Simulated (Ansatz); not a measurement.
## Rh: strain energy, fitted

Rh, P6_3/mmc, a = 2.704 Å, c = 4.349 Å. This isn't the element's structure at ambient conditions. Ansatz: r2SCAN, PAW, 500 eV, Γ-centred 24×24×12 mesh on 2 atoms, Gaussian smearing 0.10 eV; no spin polarisation. Series: uniaxial strain along c, with a, b and atoms relaxed; x is the strain in per cent. y is the free energy over the unstrained cell, V0 = 13.764 Å³/atom.

| x (%) | y (meV/atom) |
| --- | --- |
| -6.0 | ? |
| -4.0 | 28.62 |
| -2.0 | 7.65 |
| 0.0 | 0.00 |
| 2.0 | 4.71 |
| 4.0 | 19.84 |
| 6.0 | 44.17 |

**Question.** Fit y = c2 x² + c3 x³ to the other rows, turn c2 into a modulus, and predict the missing energy.

**Answer.** Least squares on the rows shown. y = 1.5514 x² − 0.056543 x³. In eV per unit strain² c2 is 15.51; this is Young's modulus along the axis (E = ½ Y V0 ε²): 2 × 15.51 × 160.2 / (13.764) = 361 GPa. With a term in x⁴ added, the coefficient of x² becomes 1.430, 8 % less, which shows how far this figure hangs on the form. At x = -6.0 the fit asked for gives 68.06 meV/atom. The run gave 63.12 meV/atom, so the fit is 4.94 meV/atom too high, 7.8 % of the span of the series, against an rms of 0.92 meV/atom on the fitted rows. The row lies outside the fitted range. With a term in x⁴ added, a fit to the same known rows predicts 73.97 meV/atom, further off still.